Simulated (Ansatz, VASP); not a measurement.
## EuS in VASP and in Ansatz

```
Eu S
1.0
     0.00000    2.97850    2.97850
     2.97850    0.00000    2.97850
     2.97850    2.97850    0.00000
Eu S
1 1
Direct
  0.00000 0.00000 0.00000
  0.50000 0.50000 0.50000
```

Alike in both runs: task single point; functional PBE; k mesh 8 × 8 × 8; occupations fermi-dirac, width 0.05 eV; collinear spin, ferromagnetic start.

|  | VASP | Ansatz |
| --- | --- | --- |
| version | VASP 6.6.1 | Ansatz 0.2.0 |
| potentials or method | VASP PAW PBE potentials, release 64 (Eu, S) | Ansatz PAW |
| plane-wave cutoff (eV) | 520 | 420 |
| valence electrons in the cell | 23 | 23 |

Ansatz gave:

```
gap on the k mesh at the Fermi level (eV)                     : none
pressure (GPa)                                                : -2.5
net moment per atom (μB)                                      : 3.49
size of the moment on the site where the two differ most (μB) : 6.76
```

Question: Estimate VASP's values.

Answer: gap on the k mesh at the Fermi level (eV): none; pressure (GPa): -2.8; net moment per atom (μB): 3.49; size of the moment on the site where the two differ most (μB): 6.59.

Site moments also hang on the region over which each program counts them. A gap of «none» marks a metal or a gap that the smearing closes. The functional is the same, so the differences come from potentials, cutoffs and numerics.

Caveats: spin-orbit coupling is left out, which moves the levels of the heavy elements; a cell with one magnetic atom can't hold antiferromagnetic order, which such compounds often take; without U or exact exchange the open f shell lies at the Fermi level, which spoils levels, moments and volumes. With open d or f shells a metallic result of PBE can be an artefact of self-interaction; +U or a hybrid may open a gap. The state reached can hang on the start; a lower one may exist.
